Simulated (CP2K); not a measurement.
Here is a CP2K 2026.2 calculation.

Contents of si_scf.inp:

```
&GLOBAL
  PROJECT si_scf
  RUN_TYPE ENERGY_FORCE
  PRINT_LEVEL LOW
&END GLOBAL
&FORCE_EVAL
  METHOD QS
  STRESS_TENSOR ANALYTICAL
  &DFT
    BASIS_SET_FILE_NAME BASIS_MOLOPT_UZH
    POTENTIAL_FILE_NAME POTENTIAL_UZH
    &MGRID
      CUTOFF 675
      REL_CUTOFF 60
      NGRIDS 5
    &END MGRID
    &QS
      METHOD GPW
      EPS_DEFAULT 1.0E-9
    &END QS
    &KPOINTS
      SCHEME MONKHORST-PACK 8 8 8
      GAMMA_CENTERED T
      SYMMETRY T
      SYMMETRY_BACKEND SPGLIB
    &END KPOINTS
    &SCF
      SCF_GUESS ATOMIC
      EPS_SCF 1.0E-6
      MAX_SCF 100
      ADDED_MOS 10
      CHOLESKY OFF
      EPS_EIGVAL 1.0E-7
      &DIAGONALIZATION ON
        ALGORITHM STANDARD
      &END DIAGONALIZATION
      &MIXING ON
        METHOD BROYDEN_MIXING
        ALPHA 0.4
        BETA 1.5
        NBUFFER 8
      &END MIXING
      &SMEAR ON
        METHOD FERMI_DIRAC
        ELECTRONIC_TEMPERATURE 580.23
      &END SMEAR
    &END SCF
    &XC
      &XC_FUNCTIONAL
        &GGA_X_WC
        &END GGA_X_WC
        &GGA_C_PBE
        &END GGA_C_PBE
      &END XC_FUNCTIONAL
    &END XC
    &PRINT
      &KPOINTS ON
      &END KPOINTS
      &MULLIKEN ON
      &END MULLIKEN
      &MO ON
        ENERGIES T
        OCCUPATION_NUMBERS T
        &EACH
          QS_SCF 0
        &END EACH
        ADD_LAST NUMERIC
      &END MO
      &E_DENSITY_CUBE ON
        STRIDE 1
      &END E_DENSITY_CUBE
      &V_HARTREE_CUBE ON
        STRIDE 1
      &END V_HARTREE_CUBE
      &ELF_CUBE ON
        STRIDE 1
      &END ELF_CUBE
    &END PRINT
  &END DFT
  &SUBSYS
    &CELL
      A 3.8492788627 0.0000000000 0.0000000000
      B 1.9246394314 3.3335732814 0.0000000000
      C 1.9246394314 1.1111910938 3.1429230304
      PERIODIC XYZ
    &END CELL
    &COORD
      Si  3.8492788627 2.2223821876 1.5714615152
      Si  5.7739182941 3.3335732814 2.3571922728
    &END COORD
    &KIND Si
      BASIS_SET TZVP-MOLOPT-PBE-GTH-q4
      POTENTIAL GTH-PBE-q4
    &END KIND
    &PRINT
      &ATOMIC_COORDINATES ON
      &END ATOMIC_COORDINATES
      &CELL ON
      &END CELL
      &SYMMETRY ON
      &END SYMMETRY
    &END PRINT
  &END SUBSYS
  &PRINT
    &FORCES ON
    &END FORCES
    &STRESS_TENSOR ON
    &END STRESS_TENSOR
  &END PRINT
&END FORCE_EVAL
```

Potentials or basis: POTENTIAL_UZH Si GTH-PBE-q4; TZVP-MOLOPT-PBE-GTH basis.

Run with:

```bash
$ OMP_NUM_THREADS=1 cp2k.psmp -i si_scf.inp -o si_scf.out
```

(1) What does it give for the band gap on the k mesh?

(2) What does it give for the pressure?

Results:

(1) 0.61 eV, indirect (least direct gap 2.53 eV).

(2) 0.4 GPa.

Caveat: the potentials were made for another functional, which shifts forces and pressure; the basis of atomic orbitals isn't converged, which shifts pressures, moduli and gaps.
